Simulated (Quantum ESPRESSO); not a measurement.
InAs under changes of volume

One of the cells (27.489 Å³/atom); the others are scaled copies at fixed shape and fractional positions:

```
In As
1.0
     0.00000    3.01800    3.01800
     3.01800    0.00000    3.01800
     3.01800    3.01800    0.00000
In As
1 1
Direct
  0.00000 0.00000 0.00000
  0.75000 0.75000 0.75000
```

| Item | Value |
| --- | --- |
| Program | Quantum ESPRESSO 7.5 |
| Functional | r2SCAN |
| Potentials or basis | SG15 PBE 1.2 |
| Cutoff | 952 eV |
| Density cutoff | 3810 eV |
| k mesh | 6 × 6 × 6 |
| Occupations | fermi-dirac, width 0.05 eV |
| Spin | no spin polarisation |

| volume (Å³/atom) | energy over the lowest point (meV/atom) | pressure (GPa) |
| --- | --- | --- |
| 25.840 | ? | ? |
| 26.389 | 27.40 | 4.7 |
| 26.939 | 13.70 | 3.2 |
| 27.489 | 4.85 | 1.8 |
| 28.039 | 0.44 | 0.6 |
| 28.588 | 0.00 | -0.5 |
| 29.138 | 3.13 | -1.5 |

Task: What does the run at 25.840 Å³/atom give?

Result: Energy over the lowest point 46.34 meV/atom; pressure 6.3 GPa.

Worked out: A Birch-Murnaghan fit of order 3 (a polynomial in V^(-2/3)) to the other rows has its minimum at 28.38 Å³/atom with B0 = V·E''(V) = 56 GPa and B' = 4.3. It gives 46.50 meV/atom at 25.840 Å³/atom, against the run's 46.34, and -dE/dV = 6.4 GPa, against 6.3.

Energies are extrapolated to zero smearing.

Caveats: the potentials were made for another functional, which shifts forces and pressure.
